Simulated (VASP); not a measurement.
# GaP (R-3m) in VASP: settings compared

One crystal, GaP, is run at these levels: PBEsol, LDA, PBE, PBE+D3(BJ); tasks: relaxation of cell and atoms.

All numbers are computed with VASP 6.6.1; they aren't measurements. Logs are shortened: lines on timing, memory, paths and dates and some standing lists are left out, and cuts for length are marked.

### 1 Starting point

The structure is trigonal, space group R-3m (No. 166). Conventional cell: a = 3.886 Å, b = 3.886 Å, c = 19.292 Å, α = 90.00°, β = 90.00°, γ = 120.00°. Ga (site symmetry 3m) is surrounded by 3 P at 2.40 Å and 1 Ga at 2.49 Å. P (site symmetry 3m) has 1 P at 2.21 Å and 3 Ga at 2.40 Å as nearest neighbours.

Measurements of this composition are mostly on another form, of space group No. 216.

### 2 Relaxation of cell and atoms, PBEsol

The input, INCAR:

```
SYSTEM = GaP
PREC = Accurate ; ENCUT = 600
EDIFF = 1E-7 ; ISMEAR = 0
SIGMA = 0.02 ; LREAL = .FALSE.
LASPH = .TRUE. ; NELM = 60
ALGO = Normal ; ISIF = 3
LWAVE = .FALSE. ; LCHARG = .FALSE.
GGA = PS ; IBRION = 2
NSW = 90 ; EDIFFG = -0.005
```

The input, KPOINTS:

```
Automatic mesh
0
G
  9 9 9
  0 0 0
```

The input, POSCAR:

```
GaP
1.0
    1.9430151800      1.1218003300      6.4308101000
   -1.9430151800      1.1218003300      6.4308101000
    0.0000000000     -2.2436006700      6.4308101000
Ga P
2 2
Direct
    0.4353720000      0.4353720000      0.4353720000
    0.5646280000      0.5646280000      0.5646280000
    0.0573890000      0.0573890000      0.0573890000
    0.9426110000      0.9426110000      0.9426110000
```

Potentials or basis: VASP PAW PBE potentials, release 64 (Ga_d, P).

Launch:

```bash
$ cat potpaw_PBE.64/Ga_d/POTCAR potpaw_PBE.64/P/POTCAR > POTCAR
$ mpirun -np 1 vasp_std > vasp.out
```

OUTCAR:

```text
SYSTEM = GaP
   PREC = Accurate
   ENCUT = 600
   EDIFF = 1E-7
   ISMEAR = 0
   LREAL = .FALSE.
   LASPH = .TRUE.
   NELM = 60
   ISIF = 3
   GGA = PS
   IBRION = 2
   NSW = 90
   EDIFFG = -0.005

 ion  position               nearest neighbor table
   1  0.435  0.435  0.435-   3 2.40   3 2.40   3 2.40   2 2.49
   2  0.565  0.565  0.565-   4 2.40   4 2.40   4 2.40   1 2.49
   3  0.057  0.057  0.057-   4 2.21   1 2.40   1 2.40   1 2.40
   4  0.943  0.943  0.943-   3 2.21   2 2.40   2 2.40   2 2.40

  LATTYP: Found a trigonal (rhomboedric) cell.
 ALAT       =     6.8109516598
 COS(alpha) =     0.8372328404

  Lattice vectors:

 A1 = (   1.9430151800,   1.1218003300,   6.4308101000)
 A2 = (  -1.9430151800,   1.1218003300,   6.4308101000)
 A3 = (   0.0000000000,  -2.2436006700,   6.4308101000)

Analysis of symmetry for initial positions (statically):
=====================================================================
 Subroutine PRICEL returns:
 Original cell was already a primitive cell.

 Routine SETGRP: Setting up the symmetry group for a
 trigonal (rhombohedral) supercell.

 Subroutine GETGRP returns: Found 12 space group operations
 (whereof 12 operations were pure point group operations)
 out of a pool of 12 trial point group operations.

The static configuration has the point symmetry D_3d.

Analysis of symmetry for dynamics (positions and initial velocities):
=====================================================================
 Subroutine PRICEL returns:
 Original cell was already a primitive cell.

 Routine SETGRP: Setting up the symmetry group for a
 trigonal (rhombohedral) supercell.

 Subroutine GETGRP returns: Found 12 space group operations
 (whereof 12 operations were pure point group operations)
 out of a pool of 12 trial point group operations.

The dynamic configuration has the point symmetry D_3d.

 Subroutine INISYM returns: Found 12 space group operations
 (whereof 12 operations are pure point group operations),
 and found     1 'primitive' translations

----------------------------------------------------------------------------------------

                                     Primitive cell

  volume of cell :      84.1025

  direct lattice vectors                    reciprocal lattice vectors
     1.943015180  1.121800330  6.430810100     0.257332009  0.148570705  0.051833801
    -1.943015180  1.121800330  6.430810100    -0.257332009  0.148570705  0.051833801
     0.000000000 -2.243600670  6.430810100     0.000000000 -0.297141410  0.051833801

  length of vectors
     6.810951660  6.810951660  6.810951660     0.301628514  0.301628514  0.301628515
[... 71 lines left out ...]
   dimension x,y,z NGXF=   108 NGYF=  108 NGZF=  108
   ions per type =               2   2
   NGX,Y,Z   is equivalent  to a cutoff of  13.18, 13.18, 13.18 a.u.
   NGXF,Y,Z  is equivalent  to a cutoff of  26.36, 26.36, 26.36 a.u.
 SYSTEM =  GaP
   PREC   = accura    normal or accurate (medium, high low for compatibility)
   ISTART =      0    job   : 0-new  1-cont  2-samecut
   ICHARG =      2    charge: 1-file 2-atom 10-const
   ISPIN  =      1    spin polarized calculation?
   LNONCOLLINEAR =      F non collinear calculations
   LSORBIT =      F    spin-orbit coupling
   LASPH  =      T    aspherical Exc in radial PAW
   ENCUT  =  600.0 eV  44.10 Ry    6.64 a.u.  13.60 13.60 13.60*2*pi/ulx,y,z
   NELM   =     60;   NELMIN=  2; NELMDL= -5     # of ELM steps
   EDIFF  = 0.1E-06   stopping-criterion for ELM
   LREAL  =      F    real-space projection
   EDIFFG = -.5E-02   stopping-criterion for IOM
   NSW    =     90    number of steps for IOM
   IBRION =      2    ionic relax: 0-MD 1-quasi-New 2-CG
   NFREE  =      1    steps in history (QN), initial steepest desc. (CG)
   ISIF   =      3    stress and relaxation
   ISYM   =      2    0-nonsym 1-usesym 2-fastsym
   POTIM  = 0.5000    time-step for ionic-motion
   TEBEG  =    0.0;   TEEND  =   0.0 temperature during run
   PSTRESS=    0.0 pullay stress
   NELECT =      36.0000    total number of electrons
   NUPDOWN=      -1.0000    fix difference up-down
   EMIN   =  10.00;   EMAX   =-10.00  energy-range for DOS
   EFERMI =   0.00;   METHOD = LEGACY
   ISMEAR =     0;   SIGMA  =   0.02  broadening in eV -4-tet -1-fermi 0-gaus
   EFERMI_NEDOS =   21; number of points for ismear=-14 and -15
   IALGO  =     38    algorithm
   IMIX   =      4    mixing-type and parameters
     AMIX     =   0.40;   BMIX     =  1.00
     AMIX_MAG =   1.60;   BMIX_MAG =  1.00
  volume/ion in A,a.u.               =      21.03       141.89
  Fermi-wavevector in a.u.,A,eV,Ry     =   1.233785  2.331515 20.711129  1.522225
  Thomas-Fermi vector in A             =   2.368501
   LORBIT       =      0    0 simple, 1 ext, 2 COOP (PROOUT), +10 PAW based schemes
   GGA     = PS    functional components
   LHFCALC =     F    Hartree Fock is set to
   AEXX    =    0.0000 exact exchange contribution
   IVDW    =     0    specifies the selected vdW correction
   LEPSILON=     F    determine dielectric tensor
   LRPA    =     F    only Hartree local field effects (RPA)
 conjugate gradient relaxation of ions
 non-spin polarized calculation
 Gauss-broadening in eV      SIGMA  =   0.02
  energy-cutoff  :      600.00
  volume of cell :       84.10
 maximum number of plane-waves:      2833
   NGX = 27   NGY = 27   NGZ = 27

--------------------------------------- Ionic step        1  -------------------------------------------

 number of electron      36.0000008 magnetization

 Free energy of the ion-electron system (eV)
  ---------------------------------------------------
  ext. energy  EPLUGINS =         0.00000000
  ---------------------------------------------------
  free energy    TOTEN  =       -19.30164621 eV

  energy without entropy =      -19.30164621  energy(sigma->0) =      -19.30164621

 E-fermi :   4.6303     XC(G=0):  -9.8538

 val. band max:        4.5275253372   @ k =   0.0000   0.0000   0.0000
 cond. band min:       5.3770970898   @ k =  -0.4444  -0.4444   0.1111
 fundamental gap:      0.8495717527
 Fermi energy:         4.6302787414

 k-point     1 :       0.0000    0.0000    0.0000
  band No.  band energies     occupation
      1     -10.2179      2.00000
      2     -10.0906      2.00000
      3     -10.0906      2.00000
      4     -10.0769      2.00000
      5     -10.0769      2.00000
      6     -10.0247      2.00000
[... 818 lines left out ...]
--------------------------------------- Ionic step        7  -------------------------------------------

 number of electron      36.0000001 magnetization

 Free energy of the ion-electron system (eV)
  ---------------------------------------------------
  ext. energy  EPLUGINS =         0.00000000
  ---------------------------------------------------
  free energy    TOTEN  =       -19.33467414 eV

  energy without entropy =      -19.33467414  energy(sigma->0) =      -19.33467414

 E-fermi :   5.0259     XC(G=0): -10.0423

 val. band max:        4.9339766446   @ k =   0.0000   0.0000   0.0000
 cond. band min:       5.7195065799   @ k =  -0.4444  -0.4444   0.1111
 fundamental gap:      0.7855299353
 Fermi energy:         5.0258887729

 k-point     1 :       0.0000    0.0000    0.0000
  band No.  band energies     occupation
      1      -9.8968      2.00000
      2      -9.7503      2.00000
      3      -9.7503      2.00000
      4      -9.7328      2.00000
      5      -9.7328      2.00000
      6      -9.6740      2.00000
[... 622 lines left out ...]
  FREE ENERGIE OF THE ION-ELECTRON SYSTEM (eV)
  ---------------------------------------------------
  free  energy   TOTEN  =       -19.3346741358 eV

  energy  without entropy=      -19.3346741358  energy(sigma->0) =      -19.33467414

 reached required accuracy - stopping structural energy minimisation
```

CONTCAR:

```text
GaP
   1.00000000000000
     1.9143797537063936    1.1052676591801418    6.3564434053122847
    -1.9143797537063936    1.1052676591801418    6.3564434053122847
    -0.0000000000000000   -2.2105353280971971    6.3564434052920653
  Ga              P
     2     2
Direct
     0.4358024511712518    0.4358024511712518    0.4358024511712495
     0.5641975488287483    0.5641975488287483    0.5641975488287507
     0.0577892928021320    0.0577892928021320    0.0577892928021278
     0.9422107071978679    0.9422107071978679    0.9422107071978723

  0.00000000E+00  0.00000000E+00  0.00000000E+00
  0.00000000E+00  0.00000000E+00  0.00000000E+00
  0.00000000E+00  0.00000000E+00  0.00000000E+00
  0.00000000E+00  0.00000000E+00  0.00000000E+00
```

Run time: 22 min. Hardware: 1 thread of Intel Xeon Platinum 8375C at 2.90GHz (Ice Lake), shared host; peak memory 0.51 GiB.

Results:

```yaml
Free_energy: -19.3347 eV
Relaxed_volume: 20.17 Å³/atom
Relaxed_cell: a = 6.730 Å, b = 6.730 Å, c = 6.730 Å, α = 33.05°, β = 33.05°, γ = 33.05°
Space_group_after_relaxing_to_0.05_Å: R-3m (No. 166)
Energy_gained_by_relaxing: 8.3 meV/atom
Ionic_steps: 7
Pressure_after_relaxing: 0.0 GPa
Largest_force_after_relaxing: 0.004 eV/Å
Band_gap_on_the_k_mesh: 0.79 eV, indirect (least direct gap 1.15 eV)
```

Forces on the atoms (eV/Å):
```
Ga   0.000  0.000  0.000
Ga   0.000  0.000  0.000
P    0.000  0.000 -0.004
P    0.000  0.000  0.004
```

The path:
| step | energy change (eV) | largest force (eV/Å) | pressure (GPa) | volume (Å³) |
| --- | --- | --- | --- | --- |
| 1 | 0.0000 | 0.0847 | -2.87 | 84.10 |
| 2 | -0.0278 | 0.1098 | 1.19 | 79.60 |
| 3 | -0.0318 | 0.1055 | 0.05 | 80.73 |
| 4 | -0.0329 | 0.0490 | 0.01 | 80.69 |
| 5 | -0.0329 | 0.0509 | 0.01 | 80.70 |
| 6 | -0.0330 | 0.0139 | 0.00 | 80.70 |
| 7 | -0.0330 | 0.0039 | 0.00 | 80.70 |

Final structure:
```xyz
4
Lattice="1.9144 1.1053 6.3564 -1.9144 1.1053 6.3564 0.0000 -2.2105 6.3564" Properties=species:S:1:pos:R:3 pbc="T T T"
Ga    0.0000    0.0000    8.3105
Ga    0.0000    0.0000   10.7589
P     0.0000    0.0000    1.1020
P     0.0000    0.0000   17.9673
```

Caveat: the PAW data sets were made with another functional, which shifts forces and pressure a little; an odd mesh through Γ misses points on the zone boundary, where band edges often lie.

### 3 Relaxation of cell and atoms, LDA

Edit INCAR of step 2 so:

```diff
@@ -7,3 +7,3 @@
 LWAVE = .FALSE. ; LCHARG = .FALSE.
-GGA = PS ; IBRION = 2
+GGA = CA ; IBRION = 2
 NSW = 90 ; EDIFFG = -0.005
```

KPOINTS is that of step 2.

POSCAR is that of step 2.

Potentials or basis: VASP PAW LDA potentials, release 64 (Ga_d, P).

Launch:

```bash
$ cat potpaw_LDA.64/Ga_d/POTCAR potpaw_LDA.64/P/POTCAR > POTCAR
$ mpirun -np 1 vasp_std > vasp.out
```

Wall time 26 min (1 thread of Intel Xeon Platinum 8375C at 2.90GHz (Ice Lake), shared host); peak memory 0.43 GiB.

It converged, with:

| Quantity | Value |
| --- | --- |
| Free energy | -20.4085 eV |
| Relaxed volume | 19.66 Å³/atom |
| Relaxed cell | a = 6.672 Å, b = 6.672 Å, c = 6.672 Å, α = 33.06°, β = 33.06°, γ = 33.06° |
| Space group after relaxing (to 0.05 Å) | R-3m (No. 166) |
| Energy gained by relaxing | 22.0 meV/atom |
| Ionic steps | 8 |
| Pressure after relaxing | 0.0 GPa |
| Largest force after relaxing | 0.004 eV/Å |
| Band gap on the k mesh | 0.75 eV, indirect (least direct gap 1.15 eV) |

Forces on the atoms (eV/Å):
```
Ga   0.000  0.000  0.002
Ga   0.000  0.000 -0.002
P    0.000  0.000 -0.004
P    0.000  0.000  0.004
```

The path:
```
step  energy change (eV)  largest force (eV/Å)  pressure (GPa)  volume (Å³)
   1              0.0000                0.0876           -4.74        84.10
   2             -0.0718                0.2251            2.28        76.76
   3             -0.0851                0.1877            0.01        78.71
   4             -0.0850                0.1898            0.17        78.60
   5             -0.0873                0.0780            0.14        78.49
   6             -0.0874                0.0861            0.14        78.51
   7             -0.0879                0.0145           -0.06        78.68
   8             -0.0879                0.0040            0.00        78.65
```

Final structure:
```cif
data_structure
_symmetry_space_group_name_H-M 'P 1'
_symmetry_Int_Tables_number 1
_cell_length_a 6.6715
_cell_length_b 6.6715
_cell_length_c 6.6715
_cell_angle_alpha 33.061
_cell_angle_beta 33.061
_cell_angle_gamma 33.061
_cell_volume 78.65
loop_
_atom_site_label
_atom_site_type_symbol
_atom_site_fract_x
_atom_site_fract_y
_atom_site_fract_z
_atom_site_occupancy
Ga1 Ga 0.43593 0.43593 0.43593 1
Ga2 Ga 0.56407 0.56407 0.56407 1
P1 P 0.05796 0.05796 0.05796 1
P2 P 0.94204 0.94204 0.94204 1
```

Levels at points of the mesh, in eV from the valence-band top:
```tsv
k point	band 14	band 15	band 16	band 17	band 18	band 19	band 20	band 21	band 22
(0.00, 0.00, 0.00)	-1.84	-1.84	-0.25	0.00	0.00	1.15	1.86	2.72	3.61
```

Caveat: an odd mesh through Γ misses points on the zone boundary, where band edges often lie. LDA gaps usually lie below the measured ones, often by a third to a half.

### 4 Relaxation of cell and atoms, PBE

Edit INCAR of step 3 so:

```diff
@@ -7,3 +7,3 @@
 LWAVE = .FALSE. ; LCHARG = .FALSE.
-GGA = CA ; IBRION = 2
+GGA = PE ; IBRION = 2
 NSW = 90 ; EDIFFG = -0.005
```

KPOINTS is that of step 3.

POSCAR is that of step 3.

Potentials or basis: VASP PAW PBE potentials, release 64 (Ga_d, P).

Launch:

```bash
$ cat potpaw_PBE.64/Ga_d/POTCAR potpaw_PBE.64/P/POTCAR > POTCAR
$ mpirun -np 1 vasp_std > vasp.out
```

It took 17 min on 1 thread of Intel Xeon Platinum 8375C at 2.90GHz (Ice Lake), shared host; peak memory 0.53 GiB.

It converged, with:

```
Free energy                            : -17.7383 eV
Relaxed volume                         : 21.02 Å³/atom
Relaxed cell                           : a = 6.814 Å, b = 6.814 Å, c = 6.814 Å, α = 33.12°, β = 33.12°, γ = 33.12°
Space group after relaxing (to 0.05 Å) : R-3m (No. 166)
Energy gained by relaxing              : 0.1 meV/atom
Ionic steps                            : 5
Pressure after relaxing                : 0.0 GPa
Band gap on the k mesh                 : 0.93 eV, indirect (least direct gap 1.13 eV)
```

Step by step:
```csv
step,energy change (eV),largest force (eV/Å),pressure (GPa),volume (Å³)
1,0.0000,0.0549,0.01,84.10
2,-0.0002,0.0157,-0.05,84.12
3,-0.0002,0.0058,-0.05,84.12
4,-0.0002,0.0040,0.04,84.03
5,-0.0002,0.0014,0.00,84.06
```

Final structure:
```xyz
4
Lattice="1.9421 1.1213 6.4341 -1.9421 1.1213 6.4341 0.0000 -2.2425 6.4341" Properties=species:S:1:pos:R:3 pbc="T T T"
Ga    0.0000    0.0000    8.4075
Ga    0.0000    0.0000   10.8948
P     0.0000    0.0000    1.1083
P     0.0000    0.0000   18.1939
```

Levels at points of the mesh, in eV from the valence-band top:
```tsv
k point	band 16	band 17	band 18	band 19	band 20	band 21
(0.00, 0.00, 0.00)	-0.27	0.00	0.00	1.15	1.49	2.75
```

Caveat: an odd mesh through Γ misses points on the zone boundary, where band edges often lie.

[end of part 1 of 2]
